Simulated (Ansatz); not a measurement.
LiH: stiffness from a series of strains

```
CELL_PARAMETERS angstrom
0.00000 2.03250 2.03250
2.03250 0.00000 2.03250
2.03250 2.03250 0.00000
ATOMIC_POSITIONS crystal
Li 0.00000 0.00000 0.00000
H 0.50000 0.50000 0.50000
```

Atom numbers follow the list: Li1, H2.

The geometry is COD entry 1010896, unchecked; take it as a test cell. It differs from other determinations.

The calculation used DFT, LDA, all-electron LAPW, scalar-relativistic (Ansatz 0.2.0).

Settings: a Γ-centred 11×11×11 k mesh, Fermi–Dirac smearing of 0.03 eV, basis error target 1 meV/atom, no spin polarisation.

The strain is applied along the Cartesian axes of the cell as listed (the other components stay zero). Fractional coordinates are held (clamped ions).

σ is the change of stress from the unstrained cell, which is at -3.90 GPa; tension is positive, so slopes are stress–strain coefficients at that pressure.

Only quantities that a quadratic follows smoothly over the whole series are listed; rougher ones are left out.

```csv
εzz,σzz (GPa),σxx (GPa)
-0.0200,-1.48,-0.14
0.0000,0.00,0.00
0.0100,0.64,0.07
0.0200,1.21,0.13
```

Fit the series and read off the stiffness at zero strain.

Least-squares fits y = p0 + p1 x + p2 x² to the rows give σzz (GPa): p1 = 67.3, p2 = -340; σxx (GPa): p1 = 6.78, p2 = -16. So C11 = 67 GPa and C12 = 7 GPa, which gives B = (C11 + 2 C12)/3 = 27 GPa.

One run, at εzz = -0.0100, is withheld. Predict its row.

The fits give -0.71, -0.07; the run gave -0.70, -0.07.
